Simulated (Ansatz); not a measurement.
# PbO: a single-point run

The task is a single-point run on PbO. The structure is shown as the input types it. The cell is built on a prototype (rocksalt) and needn't be the phase found in nature.

Method: density functional or hybrid calculation with the settings of its input, plane waves (as first typed), in Ansatz 0.2.0.

3 further runs of the same task are left out: 3 that didn't finish.

### Step 1. Starting point

Symmetry: Fm-3m, No. 225, cubic system. The conventional cell has a = 5.213 Å, b = 5.213 Å, c = 5.213 Å, α = 90.00°, β = 90.00°, γ = 90.00°. Pb (site symmetry m-3m) has 6 O at 2.61 Å as nearest neighbours. O (site symmetry m-3m) has 6 Pb at 2.61 Å as nearest neighbours.

Structure file:

```cif
data_structure
_symmetry_space_group_name_H-M 'P 1'
_symmetry_Int_Tables_number 1
_cell_length_a 3.6862
_cell_length_b 3.6862
_cell_length_c 3.6862
_cell_angle_alpha 60.000
_cell_angle_beta 60.000
_cell_angle_gamma 60.000
_cell_volume 35.42
loop_
_atom_site_label
_atom_site_type_symbol
_atom_site_fract_x
_atom_site_fract_y
_atom_site_fract_z
_atom_site_occupancy
Pb1 Pb 0.00000 0.00000 0.00000 1
O1 O 0.50000 0.50000 0.50000 1
```

### Step 2. Input and run

Contents of input.yaml:

```yaml
crystal:
  lattice:
    - [0.0, 2.6065174966, 2.6065174966]
    - [2.6065174966, 0.0, 2.6065174966]
    - [2.6065174966, 2.6065174966, 0.0]
  atoms:
    - { symbol: Pb, position: [0.0, 0.0, 0.0] }
    - { symbol: O, position: [0.5, 0.5, 0.5] }
kpoints:
  mp_grid: { grid: [4, 4, 4] }
hamiltonian:
  xc: hse06
scf:
  occupations: { method: fixed }
  n_extra_bands: 4
  max_iter: 5
output:
  forces: true
  stress: true
  eigenvalues: true
```

The run is started by

```
> ansatz run input.yaml --threads 4 --pin off --max-ram 3686MiB --backend cpu --events-out ev --progress --plain --runs-dir out
```

**Question.** How will this run end, and is anything wrong with its input?

The program finished normally, with warnings (stress exchange threshold loose, stress scf threshold loose). Its log warns: «output.stress: scf.convergence.dr2_threshold = 1e-7 eV (the SCF's general default) is looser than the 2e-10 eV advised for a printed stress (1e-10 eV for each atom of the ...»

Look at the input: scf.max_iter is 5. The risk: too low a cap on iterations. The run converged, but that does not make its result sound.

Run again and compare: delete scf.max_iter (the default then holds).
